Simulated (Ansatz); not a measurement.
**SnSe: relaxation of cell and atoms with BLYP+D3(BJ)**

SnSe:

```xyz
2
Lattice="0.0000 3.0100 3.0100 3.0100 0.0000 3.0100 3.0100 3.0100 0.0000" Properties=species:S:1:pos:R:3 pbc="T T T"
Sn    0.0000    0.0000    0.0000
Se    3.0100    3.0100    3.0100
```

Measurements of this composition are mostly on another form, of space group No. 62.

| Property | Result |
| --- | --- |
| Program | Ansatz 0.2.0 |
| Task | relaxation of cell and atoms |
| Functional | BLYP |
| Dispersion | D3(BJ) |
| Potentials or basis | all-electron LAPW, scalar-relativistic |
| Basis error allowed | 0.001 eV/atom |
| k mesh | 8 × 8 × 8 |
| Occupations | fermi-dirac, width 0.05 eV |
| Spin | no spin polarisation |

```json
{"Relaxed volume": "27.20 Å³/atom", "Relaxed cell": "a = 4.253 Å, b = 4.253 Å, c = 4.253 Å, α = 60.00°, β = 60.00°, γ = 60.00°", "Space group after relaxing (to 0.05 Å)": "Fm-3m (No. 225)", "Energy gained by relaxing": "0.0 meV/atom", "Ionic steps": "4", "Pressure after relaxing": "0.0 GPa"}
```

Final structure:
```
Sn Se
1.0
     0.00000    3.00723    3.00723
     3.00723    0.00000    3.00723
     3.00723    3.00723    0.00000
Sn Se
1 1
Direct
  0.00000 0.00000 0.00000
  0.50000 0.50000 0.50000
```

It took 14 s on 1 thread of Arm Neoverse V2 (shared host), peak memory 0.3 GiB.
